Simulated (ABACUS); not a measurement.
Here is an ABACUS 3.10.1 calculation.

INPUT

```
INPUT_PARAMETERS
suffix              CsI
calculation         scf
basis_type          lcao
pseudo_dir          ./
orbital_dir         ./
symmetry            0
dft_functional      pbe
ecutwfc             100
pseudo_rcut         7
nspin               4
nbands              36
ks_solver           genelpa
smearing_method     fd
smearing_sigma      0.00367493
scf_thr             1e-07
scf_nmax            100
mixing_type         broyden
mixing_beta         0.4
cal_force           1
cal_stress          1
noncolin            0
lspinorb            1
out_mul             1
out_chg             1
```

STRU

```
ATOMIC_SPECIES
Cs 132.9055 Cs.upf
I 126.9045 I.upf

NUMERICAL_ORBITAL
Cs_confined-atom_10au_3s2p2d.orb
I_confined-atom_8au_2s2p1d.orb

LATTICE_CONSTANT
8.6298122933

LATTICE_VECTORS
1.0000000000 0.0000000000 0.0000000000
0.0000000000 1.0000000000 0.0000000000
0.0000000000 0.0000000000 1.0000000000

ATOMIC_POSITIONS
Cartesian

Cs
0.0
1
0.0000000000 0.0000000000 0.0000000000 1 1 1

I
0.0
1
0.5000000000 0.5000000000 0.5000000000 1 1 1
```

The input KPT:

```
K_POINTS
0
Gamma
4 4 4 0 0 0
```

Potentials or basis: PseudoDojo NC FR 0.4 PBE standard, DZP LCAO (the cutoffs set its grid).

Launch:

```console
$ OMP_NUM_THREADS=1 mpirun -np 4 abacus > log
```

Question: What does it give for the pressure?

Answer: 0.9 GPa.

Question: Predict the band gap on the k mesh.

Answer: 3.68 eV, direct.

Question: Predict the Mulliken charges.

Answer: Cs +0.69; I -0.69 e.

Caveat: the atomic orbitals were generated for these runs and aren't a published set; the basis of atomic orbitals isn't converged, which shifts pressures, moduli and gaps. A k mesh can miss the band edges.
